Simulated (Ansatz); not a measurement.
Calculated quadrupolar parameters for HfO2 under strain

The cell is an entry of the Crystallography Open Database (COD), relaxed with PBE at fixed cell and then changed (z stretched by 1 %, ions relaxed).

```xyz
12
Lattice="5.1180 0.0000 0.0000 0.0000 5.1857 0.0000 -0.8587 0.0000 5.2660" Properties=species:S:1:pos:R:3 pbc="T T T"
Hf    1.2360    0.2193    1.0979
Hf    3.4527    2.8121    1.5351
Hf    3.0233    4.9664    4.1681
Hf    0.8067    2.3736    3.7309
O     1.8776    3.9299    2.5165
O     2.8111    1.3370    0.1165
O     2.3817    1.2558    2.7495
O     1.4483    3.8487    5.1495
O     0.0593    1.7237    1.8201
O     4.6294    4.3166    0.8129
O     4.2000    3.4620    3.4459
O    -0.3700    0.8691    4.4531
```

Sites (sets of like atoms) are named by element and the number of their first atom in this list.

Level of theory: DFT, PBE, plane waves and PAW, scalar-relativistic, 420 eV cutoff, Γ-centred 6×6×6 k-points, Fermi–Dirac smearing 0.02 eV (Ansatz 0.2.0).

Conventions: |V_zz| ≥ |V_yy| ≥ |V_xx|, η = (V_xx − V_yy)/V_zz, C_Q = eQV_zz/h.

¹⁷⁷Hf: I = 7/2, Q = 3365 mb; O-17: I = 5/2, Q = -25.58 mb. Nuclear quadrupole moments: year-2017 set (Pyykkö).

Q: Give the quadrupolar parameters of the distinct sites.

A: 

```tsv
site	atoms (order as listed)	first shell	V_zz (10²¹ V/m²)	η	C_Q (MHz)
Hf	1, 2, 3, 4	7 O at 2.04–2.26 Å	11.53	0.19	938
O5	5, 6, 7, 8	4 Hf at 2.14–2.26 Å	1.08	0.75	-0.670
O9	9, 10, 11, 12	3 Hf at 2.04–2.15 Å	-1.27	0.93	0.784
```

Without spin–orbit coupling the gradients at and beside Hf can be off by some per cent, at some sites by more. Where η is near 1 the sign of V_zz means little.

The relaxation (5 steps) took 70 s of wall time (4.6 min of CPU time) and 1.2 GiB at its peak, on 4 threads of Arm Neoverse V2 (aarch64; 8 cores open to the job, memory cap 8.0 GiB, no GPU), a shared host with a load of 0.3 a core.
